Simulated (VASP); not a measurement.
# SrTiO3 (Tausonite) (Pm-3m) in VASP: electric field gradients with PBEsol

Aim: the electric field gradients of SrTiO3 (Tausonite) with PBEsol.

Program: VASP 6.6.1. These are calculated values, not measurements. Logs are shortened: lines on timing, memory, paths and dates and some standing lists are left out, and cuts for length are marked.

### Step 1. The structure

It takes space group Pm-3m (No. 221, cubic). Conventional cell: a = 3.905 Å, b = 3.905 Å, c = 3.905 Å, α = 90.00°, β = 90.00°, γ = 90.00°. Sr (site symmetry m-3m) is surrounded by 12 O at 2.76 Å. Around Ti (site symmetry m-3m) lie 6 O at 1.95 Å. O (site symmetry 4/mmm) has 2 Ti at 1.95 Å as nearest neighbours.

### Step 2. Electric field gradients, PBEsol

Contents of INCAR:

```
SYSTEM = SrTiO3
  PREC = Accurate
  ENCUT = 520
  EDIFF = 1E-7
  ISMEAR = -1
  SIGMA = 0.02
  LREAL = .FALSE.
  LASPH = .TRUE.
  NELM = 100
  ALGO = Normal
  ISIF = 2
  LWAVE = .FALSE.
  LCHARG = .FALSE.
  GGA = PS
  LEFG = .TRUE.
```

Contents of KPOINTS:

```
Automatic mesh
0
G
  6 6 6
  0 0 0
```

Contents of POSCAR:

```
SrTiO3
1.0
    3.9052800000      0.0000000000      0.0000000000
    0.0000000000      3.9052800000      0.0000000000
    0.0000000000      0.0000000000      3.9052800000
Sr Ti O
1 1 3
Direct
    0.5000000000      0.5000000000      0.5000000000
    0.0000000000      0.0000000000      0.0000000000
    0.5000000000      0.0000000000      0.0000000000
    0.0000000000      0.5000000000      0.0000000000
    0.0000000000      0.0000000000      0.5000000000
```

Potentials or basis: VASP PAW PBE potentials, release 64 (Sr_sv, Ti_sv, O).

The run is started by

```console
cat potpaw_PBE.64/Sr_sv/POTCAR potpaw_PBE.64/Ti_sv/POTCAR potpaw_PBE.64/O/POTCAR > POTCAR
mpirun -np 1 vasp_std > vasp.out
```

OUTCAR:

```text
SYSTEM = SrTiO3
   PREC = Accurate
   ENCUT = 520
   EDIFF = 1E-7
   ISMEAR = -1
   LREAL = .FALSE.
   LASPH = .TRUE.
   NELM = 100
   ISIF = 2
   GGA = PS

 ion  position               nearest neighbor table
   1  0.500  0.500  0.500-   3 2.76   4 2.76   5 2.76   3 2.76   4 2.76   3 2.76   5 2.76   3 2.76
                             4 2.76   5 2.76   4 2.76   5 2.76   2 3.38   2 3.38   2 3.38   2 3.38
   2  0.000  0.000  0.000-   3 1.95   4 1.95   5 1.95   5 1.95   4 1.95   3 1.95   1 3.38   1 3.38
                             1 3.38   1 3.38   1 3.38   1 3.38   1 3.38   1 3.38
   3  0.500  0.000  0.000-   2 1.95   2 1.95   1 2.76   1 2.76   1 2.76   1 2.76
   4  0.000  0.500  0.000-   2 1.95   2 1.95   1 2.76   1 2.76   1 2.76   1 2.76
   5  0.000  0.000  0.500-   2 1.95   2 1.95   1 2.76   1 2.76   1 2.76   1 2.76

  LATTYP: Found a simple cubic cell.
 ALAT       =     3.9052800000

  Lattice vectors:

 A1 = (   3.9052800000,   0.0000000000,   0.0000000000)
 A2 = (   0.0000000000,   3.9052800000,   0.0000000000)
 A3 = (   0.0000000000,   0.0000000000,   3.9052800000)

Analysis of symmetry for initial positions (statically):
=====================================================================
 Subroutine PRICEL returns:
 Original cell was already a primitive cell.

 Routine SETGRP: Setting up the symmetry group for a
 simple cubic supercell.

 Subroutine GETGRP returns: Found 48 space group operations
 (whereof 48 operations were pure point group operations)
 out of a pool of 48 trial point group operations.

The static configuration has the point symmetry O_h .

Analysis of symmetry for dynamics (positions and initial velocities):
=====================================================================
 Subroutine PRICEL returns:
 Original cell was already a primitive cell.

 Routine SETGRP: Setting up the symmetry group for a
 simple cubic supercell.

 Subroutine GETGRP returns: Found 48 space group operations
 (whereof 48 operations were pure point group operations)
 out of a pool of 48 trial point group operations.

The dynamic configuration has the point symmetry O_h .

 Subroutine INISYM returns: Found 48 space group operations
 (whereof 48 operations are pure point group operations),
 and found     1 'primitive' translations

[... 150 lines left out ...]

 k-point     1 :       0.0000    0.0000    0.0000
  band No.  band energies     occupation
      1     -52.1793      2.00000
      2     -28.6215      2.00000
      3     -28.5408      2.00000
      4     -28.5408      2.00000
      5     -28.5408      2.00000
      6     -13.3348      2.00000
[... 529 lines left out ...]
     23       8.4884      0.00000
     24      10.8859      0.00000

------------------------ aborting loop because EDIFF is reached ----------------------------------------

  FORCE on cell =-STRESS in cart. coord.  units (eV):
  Direction    XX          YY          ZZ          XY          YZ          ZX
  --------------------------------------------------------------------------------------
  -------------------------------------------------------------------------------------
  Total       -0.4894569     -0.4894569     -0.4894569      0.0000000      0.0000000     -0.0000000
  in kB      -13.1664430    -13.1664430    -13.1664430      0.0000000      0.0000000     -0.0000000
  external PRESSURE =     -13.1664430 kB  Pullay stress =       0.0000000 kB

 VOLUME and BASIS-vectors are now :
 -----------------------------------------------------------------------------
  energy-cutoff  :      520.00
  volume of cell :       59.56
      direct lattice vectors                 reciprocal lattice vectors
     3.905280000  0.000000000  0.000000000     0.256063586  0.000000000  0.000000000
     0.000000000  3.905280000  0.000000000     0.000000000  0.256063586  0.000000000
     0.000000000  0.000000000  3.905280000     0.000000000  0.000000000  0.256063586

 POSITION                                       TOTAL-FORCE (eV/Angst)
 -----------------------------------------------------------------------------------
      1.95264      1.95264      1.95264         0.000000      0.000000      0.000000
      0.00000      0.00000      0.00000         0.000000      0.000000      0.000000
      1.95264      0.00000      0.00000         0.000000      0.000000      0.000000
      0.00000      1.95264      0.00000         0.000000      0.000000      0.000000
      0.00000      0.00000      1.95264         0.000000      0.000000      0.000000
 -----------------------------------------------------------------------------------
    total drift:                                0.000000     -0.000000      0.000000

  FREE ENERGIE OF THE ION-ELECTRON SYSTEM (eV)
  ---------------------------------------------------
  free  energy   TOTEN  =       -42.0145664834 eV

  energy  without entropy=      -42.0145664834  energy(sigma->0) =      -42.01456648

 Electric field gradients (V/A^2)
---------------------------------------------------------------------
 ion       V_xx      V_yy      V_zz      V_xy      V_xz      V_yz
---------------------------------------------------------------------
   1      -0.000    -0.000     0.000    -0.000     0.000    -0.000
   2      -0.000    -0.000     0.000    -0.000    -0.000     0.000
   3       9.349    -4.675    -4.675    -0.000     0.000    -0.000
   4      -4.675     9.349    -4.675    -0.000     0.000     0.000
   5      -4.675    -4.675     9.349     0.000     0.000     0.000
---------------------------------------------------------------------

 Electric field gradients after diagonalization (V/A^2)
 (convention: |V_zz| > |V_xx| > |V_yy|)
----------------------------------------------------------------------
 ion       V_xx      V_yy      V_zz     asymmetry (V_yy - V_xx)/ V_zz
----------------------------------------------------------------------
   1      -0.000    -0.000     0.000       0.009
   2      -0.000     0.000    -0.000      -0.959
   3      -4.675    -4.675     9.349       0.000
   4      -4.675    -4.675     9.349       0.000
   5      -4.675    -4.675     9.349       0.000
----------------------------------------------------------------------

           NMR quadrupolar parameters

 Cq : quadrupolar parameter    Cq=e*Q*V_zz/h
 eta: asymmetry parameters     (V_yy - V_xx)/ V_zz
 Q  : nuclear electric quadrupole moment in mb (millibarn)
----------------------------------------------------------------------
 ion       Cq(MHz)       eta       Q (mb)
----------------------------------------------------------------------
   1       0.000       0.009       1.000
   2      -0.000      -0.959       1.000
   3       0.023       0.000       1.000
   4       0.023       0.000       1.000
   5       0.023       0.000       1.000
----------------------------------------------------------------------
```

stdout:

```text
POSCAR found type information on POSCAR SrTiO
 POSCAR found :  3 types and       5 ions
 scaLAPACK will be used
 -----------------------------------------------------------------------------
|                                                                             |
|                                                                             |
|     You enforced a specific xc type in the INCAR file but a different       |
|     I HOPE YOU KNOW WHAT YOU ARE DOING!                                     |
|                                                                             |
 -----------------------------------------------------------------------------

 LDA part: xc-table for (Slater+PW92), standard interpolation
 POSCAR, INCAR and KPOINTS ok, starting setup
 FFT: planning ... GRIDC
 FFT: planning ... GRID_SOFT
 FFT: planning ... GRID
 WAVECAR not read
 entering main loop
ion   1

ion   2

ion   3

ion   4

ion   5
```

Wall time 25 s (1 thread of Intel Xeon Platinum 8488C (Sapphire Rapids), shared host); peak memory 0.18 GiB.

Results:

```
Free energy            : -42.0146 eV
Pressure               : -1.3 GPa
Band gap on the k mesh : 1.80 eV, indirect (least direct gap 2.16 eV)
```

Electric field gradients, principal values (V/Å²):
| atom | Vxx | Vyy | Vzz |
| --- | --- | --- | --- |
| 1 Sr | 0.000 | 0.000 | 0.000 |
| 2 Ti | 0.000 | 0.000 | 0.000 |
| 3 O | -4.675 | -4.675 | 9.349 |
| 4 O | -4.675 | -4.675 | 9.349 |
| 5 O | -4.675 | -4.675 | 9.349 |

Caveat: the PAW data sets were made with another functional, which shifts forces and pressure a little.
